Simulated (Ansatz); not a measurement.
AlN (zincblende), relaxed with r2SCAN in the plane-wave code Ansatz: the symmetry is F-43m (No. 216, cubic); a = 4.370 Å in the conventional setting, 10.43 Å³ an atom. Al is surrounded by 4 N at 1.89 Å; N is surrounded by 4 Al at 1.89 Å. The primitive cell holds 2 atoms in 20.86 Å³. Calculated for a static, non-magnetic cell.

Computed values: PBE gives a gap of 3.33 eV and PBE0 (25 % exact exchange) 5.28 eV; one over PBE's mean ε∞ is 0.218. HSE06 (8×8×8) gives a least gap of 4.55 eV and a least direct gap of 5.55 eV. r2SCAN's ε∞ is 4.26. On the PBEsol cell (Ω = 20.97 Å³ for two atoms) PBEsol gives ω_TO = 648.5 cm⁻¹, Z* = ±2.548 and ε∞ = 4.646.

Task: What is the density?

Result: The cell holds 1 Al, 1 N: M = 1×26.982 + 1×14.007 = 40.99 u in V = 20.86 Å³. ρ = 1.66054 × M/V = 1.66054 × 40.99/20.86 = 3.263 g/cm³, for the static r2SCAN lattice.

Task: Taking the gap as linear in the share of unscreened exchange, estimate the gap of the hybrid whose share is 1/ε∞.

Result: The slope is (5.28 − 3.33)/0.25 = 7.80 eV per unit share, so E_g ≈ 3.33 + 7.80 × 0.218 = 5.03 eV. The run with that share gives 5.03 eV (8×8×8 mesh), 0.00 eV from the straight line.

Task: At what wavelength does absorption set in by HSE06, excitons left aside?

Result: λ = 1239.84 eV nm/E: 272 nm for the least gap, where it needs phonons and is weak, and 223 nm for direct transitions. That lies in the ultraviolet, so by this gap the crystal is transparent to visible light.

Task: What refractive index and reflectivity at normal incidence follow, below the gap and above the phonons?

Result: n = √4.26 = 2.064; R = ((n − 1)/(n + 1))² = (1.064/3.064)² = 12.1 % a face.

Task: Work out the longitudinal frequency.

Result: ω_LO² − ω_TO² = 4π Z*² e²/(ε∞ μ Ω), with μ = 26.98×14.01/40.99 = 9.222 u and e² = 14.400 eV Å; √(eV/(u Å²)) is 521.47 cm⁻¹. That gives 3.56e+05 cm⁻², so ω_LO = √(648.5² + 3.56e+05) = 881.0 cm⁻¹; the program prints 880.9.

Task: What static dielectric constant follows from Lyddane-Sachs-Teller, and how strong is the polar coupling 1/ε∞ − 1/ε⁰?

Result: ε⁰ = ε∞ (ω_LO/ω_TO)² = 4.646 × (881.0/648.5)² = 8.57 (the run: 8.57). 1/ε∞ − 1/ε⁰ = 0.2152 − 0.1166 = 0.0986, the factor that enters the Fröhlich constant.

The meshes of the hybrids are coarse, so their gaps aren't converged to the digits shown.
